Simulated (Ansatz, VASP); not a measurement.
**Two plane-wave programs on HfN**

```
CELL_PARAMETERS angstrom
0.00000 2.27390 2.27390
2.27390 0.00000 2.27390
2.27390 2.27390 0.00000
ATOMIC_POSITIONS crystal
Hf 0.00000 0.00000 0.00000
N 0.50000 0.50000 0.50000
```

Alike in both runs: task relaxation of cell and atoms; functional PBEsol; k mesh 16 × 16 × 16; occupations gaussian, width 0.1 eV; no spin polarisation.

|  | VASP | Ansatz |
| --- | --- | --- |
| version | VASP 6.6.1 | Ansatz 0.2.0 |
| potentials or method | VASP PAW PBE potentials, release 64 (Hf_pv, N) | scalar-relativistic, plane waves, PAW |
| plane-wave cutoff (eV) | 600 | 420 |
| valence electrons in the cell | 15 | 31 |

|  | VASP | Ansatz | Ansatz less VASP |
| --- | --- | --- | --- |
| gap on the k mesh at the Fermi level, each at its own relaxed structure (eV) | none | none | - |
| relaxed volume (Å³/atom) | 11.31 | 11.40 | +0.090 |
| relaxed cell length with the largest relative difference (Å) | 3.175 | 3.183 | +0.0084 |
| energy change over the relaxation (meV/atom) | -15 | -9 | +5.7 |

A gap of «none» marks a metal or a gap that the smearing closes. The two sets of potentials don't hold the same shells in valence.

Caveats: the PAW data sets were made with another functional, which shifts forces and pressure a little (VASP). The runs have no spin-orbit coupling, so splittings on Hf are missing.
